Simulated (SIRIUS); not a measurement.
Runs of SIRIUS 7.12.0 on TaN. The structure is cubic, space group Fm-3m (No. 225). The conventional cell has a = 4.423 Å, b = 4.423 Å, c = 4.423 Å, α = 90.00°, β = 90.00°, γ = 90.00°. Ta (site symmetry m-3m) is surrounded by 6 N at 2.21 Å. N (site symmetry m-3m) is surrounded by 6 Ta at 2.21 Å. The cell comes from a database or a generator and needn't be the stable form of this composition.

```csv
task,level,potentials or basis,spin,cutoff (eV),muffin tin radii,basis cutoff (gk_cutoff),valence relativity,reference energy of the basis,core relativity,V0 of scaled cells (Å³/atom),B0 (GPa)
equation of state,PBEsol,"all-electron FP-LAPW, apw+lo standard",off,293,"N 1.51, Ta 2.51 bohr",4.64 1/bohr,iora,-,-,10.47,(a)
equation of state,RPBE,"all-electron FP-LAPW, apw+lo standard",off,293,"N 1.51, Ta 2.51 bohr",4.64 1/bohr,iora,-,-,10.93,312
equation of state,WC,"all-electron FP-LAPW, apw+lo standard",off,293,"N 1.51, Ta 2.51 bohr",4.64 1/bohr,iora,-,-,10.52,354
equation of state,LDA,"all-electron FP-LAPW, apw+lo standard",off,293,"N 1.51, Ta 2.51 bohr",4.64 1/bohr,iora,-,-,10.27,(b)
equation of state,AM05,"all-electron FP-LAPW, apw+lo standard",off,293,"N 1.51, Ta 2.51 bohr",4.64 1/bohr,iora,-,-,10.41,358
```

Alike in all rows: cell as given; k mesh 10 × 10 × 10; smearing fermi-dirac 0.05 eV.

Task: Fill in the values left out.

Result: (a) 356; (b) 376.

Not every run made on this cell is shown here.
